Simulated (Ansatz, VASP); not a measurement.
# One calculation of CdTe, two programs

```
CELL_PARAMETERS angstrom
0.00000 3.16168 3.16168
3.16168 0.00000 3.16168
3.16168 3.16168 0.00000
ATOMIC_POSITIONS crystal
Te 0.75000 0.75000 0.75000
Cd 0.00000 0.00000 0.00000
```

Change from the starting cell: volume scaled by 0.96.

Alike in both runs: task single point; functional PBE; k mesh 7 × 7 × 7; occupations fermi-dirac, width 0.05 eV; no spin polarisation.

```csv
,VASP,Ansatz
version,VASP 6.6.1,Ansatz 0.2.0
potentials or method,"VASP PAW PBE potentials, release 64 (Te, Cd)",Ansatz PAW
plane-wave cutoff (eV),520,420
valence electrons in the cell,18,36
```

|  | VASP | Ansatz | Ansatz less VASP |
| --- | --- | --- | --- |
| gap on the k mesh at the Fermi level (eV) | 1.00 | 1.00 | -0.002 |
| least direct gap on the mesh (eV) | 1.00 | 1.00 | -0.002 |
| pressure (GPa) | 6.8 | 6.7 | -0.18 |

The two sets of potentials don't hold the same shells in valence.

Caveats: spin-orbit coupling is left out, which moves the levels of the heavy elements; odd divisions of the mesh miss points on the zone boundary, where band edges often lie, so the gap on the mesh can be too wide (Ansatz).
